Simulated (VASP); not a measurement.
Here is a VASP 6.6.1 calculation.

POSCAR

```
GaAs
1.0
    0.0000000000      2.8268500000      2.8268500000
    2.8268500000      0.0000000000      2.8268500000
    2.8268500000      2.8268500000      0.0000000000
As Ga
1 1
Direct
    0.7500000000      0.7500000000      0.7500000000
    0.0000000000      0.0000000000      0.0000000000
```

The input INCAR.step1:

```
SYSTEM = GaAs
ALGO = Normal ; EDIFF = 1E-5
ENCUT = 600 ; GGA = PE
ISMEAR = -1 ; LASPH = .TRUE.
LCHARG = .FALSE. ; LREAL = .FALSE.
LWAVE = .TRUE. ; NELM = 60
PREC = Accurate ; SIGMA = 0.05
```

Contents of INCAR.step2:

```
SYSTEM = GaAs
AEXX = 0.25 ; ALGO = Normal
EDIFF = 1E-6 ; EDIFFG = -0.02
ENCUT = 600 ; GGA = PE
IBRION = 2 ; ISIF = 3
ISMEAR = -1 ; ISTART = 1
LASPH = .TRUE. ; LCHARG = .FALSE.
LHFCALC = .TRUE. ; LREAL = .FALSE.
LWAVE = .FALSE. ; NELM = 60
NSW = 40 ; PREC = Accurate
PRECFOCK = Fast ; SIGMA = 0.05
```

KPOINTS

```
k-points
0
G
  4 4 4
  0 0 0
```

Potentials or basis: VASP PAW PBE potentials, release 64 (As, Ga_d).

The run is started by

```bash
$ cat potpaw_PBE.64/As/POTCAR potpaw_PBE.64/Ga_d/POTCAR > POTCAR
$ cp INCAR.step1 INCAR
$ mpirun -np 1 vasp_std > vasp.out
$ cp INCAR.step2 INCAR
$ mpirun -np 1 vasp_std > vasp.out
```

Problem. Estimate the band gap on the k mesh.

Solution. 2.07 eV, direct.

Problem. Predict the relaxed cell.

Solution. a = 4.015 Å, b = 4.015 Å, c = 4.015 Å, α = 60.00°, β = 60.00°, γ = 60.00°.

Problem. What does it give for the relaxed volume?

Solution. 22.88 Å³/atom.

Final structure:
```
As Ga
1.0
     0.00000    2.83874    2.83874
     2.83874    0.00000    2.83874
     2.83874    2.83874    0.00000
As Ga
1 1
Direct
  0.75000 0.75000 0.75000
  0.00000 0.00000 0.00000
```

Caveat: the k mesh is coarse (spacing up to 0.48 Å⁻¹), so the values aren't converged, least of all with exact exchange; the PAW data sets were made with another functional, which shifts forces and pressure a little. Zero-point motion and thermal expansion aren't in these numbers.
